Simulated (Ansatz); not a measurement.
**Compressing HgTe: a fit and a missing row**

HgTe, F-43m, a = 6.509 Å. Ansatz: PBEsol, PAW, 420 eV, Γ-centred 12×12×12 mesh on 2 atoms, Gaussian smearing 0.10 eV; no spin polarisation. Symmetry fixes shape and atoms, so the cell is only scaled; pressure is positive in compression.

```tsv
V (Å³/atom)	P (GPa)
32.409	3.06
33.443	?
34.478	0.00
35.512	-1.15
36.546	-2.11
```

Q: Take V0 = 34.478 Å³/atom, fit the third-order Birch–Murnaghan form to the other rows, and predict the missing pressure.

A: With the Eulerian strain f = ½[(V0/V)^(2/3) − 1] and y = P/[3f(1 + 2f)^(5/2)], the form is the line y = B0 + 1.5 B0 (B0′ − 4) f. Rows (f, y): 0.02106, 43.7; -0.00975, 41.3; -0.01904, 40.7. Means f = -0.002577, y = 41.900; Σ(Δf)² = 0.0008812, ΣΔfΔy = 0.06661; the slope is their ratio. y = 42.09 + 75.59 f GPa, so B0 = 42.1 GPa and B0′ = 4 + 2 × (75.59)/(3 × 42.09) = 5.20. At V = 33.443, f = 0.01026, y = 42.87 and P = 1.39 GPa. The run gave 1.39 GPa, the same to the digits shown.

Spin–orbit coupling is left out, which can shift energies with elements as heavy as these.